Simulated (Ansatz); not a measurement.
## Pt: energy along a strain

Pt, Fm-3m, a = 3.916 Å (as given, not relaxed at this level: 11.4 GPa). Ansatz: PBE, PAW, 420 eV, Γ-centred 20×20×20 mesh on 1 atom, Fermi-Dirac smearing 0.02 eV; no spin polarisation. Cell vectors (Å): 0.000 1.958 1.958; 1.958 0.000 1.958; 1.958 1.958 0.000. The cell is strained by x per cent times the pattern (1 1 0 0 0 0) in the order xx yy zz yz xz xy (engineering shears), with fractional coordinates held. y is the free energy over the start, V0 = 15.011 Å³/atom. Points with a strain past 8.5 % were computed too (3) and aren't used here.

| x (%) | y (meV/atom) |
| --- | --- |
| -7.50 | ? |
| -5.00 | 287.44 |
| -2.50 | 94.61 |
| 0.00 | 0.00 |
| 2.50 | -18.96 |
| 5.00 | 19.48 |
| 7.50 | 101.71 |

Fit y = c1 x + c2 x² + c3 x³ to the other rows, get the stiffness along the pattern, and predict the missing energy.

Least squares on the rows shown. y = −21.888 x + 6.1488 x² − 0.19049 x³. The clamped-ion stiffness p·C·p = 2 × 61.49 eV × 160.2 / 15.011 Å³ = 1312 GPa (second derivative at the start, which stands under stress). At x = -7.50 the fit asked for gives 590.39 meV/atom. The run gave 606.04 meV/atom, so the fit is 15.65 meV/atom too low, 2.5 % of the span of the series, against an rms of 0.86 meV/atom on the fitted rows. The row lies outside the fitted range. With a term in x⁴ added, a fit to the same known rows predicts 605.61 meV/atom, so most of the miss is curvature that the known rows already hold.

The smearing is narrow for a metal on this mesh. Spin–orbit coupling is left out, which can shift energies with elements as heavy as these.

Cost: 10 runs of about 0.95 core-minutes in all, on Arm Neoverse V2 (shared hosts).